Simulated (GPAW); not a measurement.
Set up this calculation in GPAW 26.7.0, as an ASE script.

```
Task                : single point
Functional          : TB-mBJ
Potentials or basis : GPAW PAW data sets for LDA (gpaw-data 1.2.1)
Cutoff              : 600 eV
Basis               : pw
k mesh              : 6 × 6 × 6
Occupations         : fermi-dirac, width 0.05 eV
Spin                : no spin polarisation
Maxiter             : 150
```

The system is As.

```
As
1.0
     1.88080    1.08588    3.51406
    -1.88080    1.08588    3.51406
     0.00000   -2.17176    3.51406
As
2
Direct
  0.22600 0.22600 0.22600
  0.77400 0.77400 0.77400
```

These files were run (other wordings do the same):

run.py

```python
from ase.dft.bandgap import bandgap
from ase.io import write
from ase.spacegroup import crystal
from gpaw import GPAW, PW

# As 6c
atoms = crystal(['As'],
                basis=[[0.0, 0.0, 0.226]],
                spacegroup=166, setting=1,  # R-3m
                cellpar=[3.7615938, 3.7615938, 10.54218598, 90.0, 90.0, 120.0],
                primitive_cell=True)

calc = GPAW(mode=PW(600),
            xc='TB09',
            kpts={'size': (6, 6, 6), 'gamma': True},
            occupations={'name': 'fermi-dirac', 'width': 0.05},
            nbands=13,
            convergence={'density': 1e-05, 'energy': 1e-05},
            eigensolver='cg',
            maxiter=150,
            txt='gpaw.txt')
atoms.calc = calc
energy = atoms.get_potential_energy()
calc.write('gs.gpw')
write('result.traj', atoms)
print('Fermi level:', round(calc.get_fermi_level(), 4), 'eV')
print(f'Gap: {bandgap(calc)[0]:.4f} eV, direct: {bandgap(calc, direct=True)[0]:.4f} eV')
```

Potentials or basis: GPAW PAW data sets for LDA (gpaw-data 1.2.1), pw.

Launch:

```bash
$ OMP_NUM_THREADS=1 python run.py
```

It gave:

The band gap on the k mesh is none (metal or under the smearing width).

Caveat: a model potential gives levels but no total energy.

It took 24 s on 1 thread of Arm Neoverse V2, with other jobs on the host, peak memory 0.21 GiB.
